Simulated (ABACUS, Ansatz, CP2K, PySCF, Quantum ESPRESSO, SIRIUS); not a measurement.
Ir: bulk modulus by level of theory

```
Ir
1.0
     0.00000    1.91560    1.91560
     1.91560    0.00000    1.91560
     1.91560    1.91560    0.00000
Ir
1
Direct
  0.00000 0.00000 0.00000
```

```tsv
rung	level	program and potentials	cutoff (eV)	k mesh	smearing	core time	chip	bulk modulus (GPa)	miss	notes
GGA	PBE	Ansatz, Ansatz PAW (earlier soft set)	420	12 × 12 × 12	fermi-dirac 0.05	4.8 s	Intel Xeon	349.4	+3.1 %	-
GGA	PBE	ABACUS, GBRV ultrasoft 1.5 PBE, plane waves	544	10 × 10 × 10	fermi-dirac 0.05	55 s	Intel Xeon Platinum 8488C Sapphire Rapids	346.4	+2.2 %	fit through 4 volumes
GGA + dispersion	PBE+D3(zero damping)	SIRIUS, all-electron FP-LAPW, apw+lo standard	-	12 × 12 × 12	fermi-dirac 0.05	3.4 min	Intel Xeon 6975P-C Granite Rapids	(a)	?	-
LDA	LDA	SIRIUS, all-electron FP-LAPW, apw+lo standard	-	12 × 12 × 12	fermi-dirac 0.05	5 min	Arm Neoverse V1	405.5	+19.6 %	-
GGA	PBEsol	SIRIUS, all-electron FP-LAPW, apw+lo standard	-	12 × 12 × 12	fermi-dirac 0.05	5.1 min	Arm Neoverse V1	386.8	+14.1 %	-
meta-GGA	r2SCAN	CP2K, POTENTIAL_UZH Ir GTH-SCAN-q17; TZVP-MOLOPT-SCAN-GTH basis	-	12 × 12 × 12	fermi-dirac 0.05	5.3 min	Intel Xeon 6975P-C Granite Rapids	428.0	+26.3 %	atomic basis
GGA	PBE	PySCF, DZVP-MOLOPT-SR/GTH-PBE (potentials made for PBE)	-	4 × 4 × 4	fermi-dirac 0.05	7.6 min	Intel Xeon Platinum 8559C Emerald Rapids	377.7	+11.4 %	coarse mesh; atomic basis
non-local van der Waals functional	rev-vdW-DF2	Quantum ESPRESSO, PseudoDojo 0.4.1 SR PBE standard	925	12 × 12 × 12	fermi-dirac 0.05	8.8 min	Arm Neoverse V1	362.1	+6.8 %	potentials made for PBE
GGA	RPBE	PySCF, DZVP-MOLOPT-SR/GTH-PBE (potentials made for PBE)	-	4 × 4 × 4	fermi-dirac 0.05	12 min	Intel Xeon Platinum 8488C Sapphire Rapids	362.5	+6.9 %	coarse mesh; atomic basis; potentials made for PBE
GGA + dispersion	RPBE+D3(zero damping)	PySCF, DZVP-MOLOPT-SR/GTH-PBE (potentials made for PBE)	-	4 × 4 × 4	fermi-dirac 0.05	12 min	Intel Xeon Platinum 8488C Sapphire Rapids	388.4	+14.6 %	coarse mesh; atomic basis; potentials made for PBE
GGA + dispersion	RPBE+D4	PySCF, DZVP-MOLOPT-SR/GTH-PBE (potentials made for PBE)	-	4 × 4 × 4	fermi-dirac 0.05	12 min	Intel Xeon Platinum 8488C Sapphire Rapids	422.7	+24.7 %	coarse mesh; atomic basis; potentials made for PBE
```

Times are single runs on shared hosts and different chips, so they are rough; meshes, cutoffs and the tasks' sizes weigh on the time. Task: equation of state. All rows: no spin polarisation. Smearing widths are in eV. The cell comes from a database and isn't always the measured one. For a metal such meshes aren't converged. Meshes differ between rows, which moves values too. Meshes are those of the run's cell of 1 atom unless a note names another. Misses use the values as printed. Runs on faulty files, with rough fits or with known faults for this quantity aren't shown. No row holds spin-orbit coupling.

Measured: 339 GPa (pmc:6586894, doi:10.1038/s41598-019-45401-x). The runs are for a static lattice.

Q: Estimate the value left out from the other rows.

A: (a) 376.9 GPa, miss +11.2 %.
